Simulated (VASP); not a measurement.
Set up this calculation in VASP 6.6.1, as the native input.

* Task: relaxation of cell and atoms
* Functional: PBE
* Potentials or basis: VASP PAW PBE potentials, release 64 (Ti_sv, Pt)
* Cutoff: 600 eV
* k mesh: 10 × 10 × 10
* Occupations: methfessel-paxton, width 0.1 eV
* Spin: no spin polarisation
* Further INCAR settings: ALGO = Normal; EDIFF = 1e-06; IBRION = 2; EDIFFG = -0.01; NSW = 90; ISIF = 3

The structure of TiPt3 lies in POSCAR:

```
TiPt3
1.0
    3.8970000000      0.0000000000      0.0000000000
    0.0000000000      3.8970000000      0.0000000000
    0.0000000000      0.0000000000      3.8970000000
Ti Pt
1 3
Direct
    0.0000000000      0.0000000000      0.0000000000
    0.0000000000      0.5000000000      0.5000000000
    0.5000000000      0.0000000000      0.5000000000
    0.5000000000      0.5000000000      0.0000000000
```

The input as run:

INCAR

```
SYSTEM = TiPt3
  ALGO = Normal
  EDIFF = 1E-6
  EDIFFG = -0.01
  ENCUT = 600
  GGA = PE
  IBRION = 2
  ISIF = 3
  ISMEAR = 1
  LASPH = .True.
  LCHARG = .False.
  LREAL = .False.
  LWAVE = .False.
  NELM = 80
  NSW = 90
  PREC = Accurate
  SIGMA = 0.1
```

KPOINTS

```
k-points
0
Gamma
  10 10 10
  0 0 0
```

Potentials or basis: VASP PAW PBE potentials, release 64 (Ti_sv, Pt).

Command:

```console
$ cat potpaw_PBE.64/Ti_sv/POTCAR potpaw_PBE.64/Pt/POTCAR > POTCAR
$ mpirun -np 1 vasp_std > vasp.out
```

It gave:

```
Relaxed volume                         : 15.37 Å³/atom
Relaxed cell                           : a = 3.946 Å, b = 3.946 Å, c = 3.946 Å, α = 90.00°, β = 90.00°, γ = 90.00°
Space group after relaxing (to 0.05 Å) : Pm-3m (No. 221)
Energy gained by relaxing              : 16.8 meV/atom
Ionic steps                            : 4
Pressure after relaxing                : 0.0 GPa
Band gap on the k mesh                 : none (metal or under the smearing width)
```

Wall time 3.3 min on 1 thread of Intel(R) Xeon(R) Platinum 8488C (Sapphire Rapids) (shared host), peak memory 0.25 GiB.
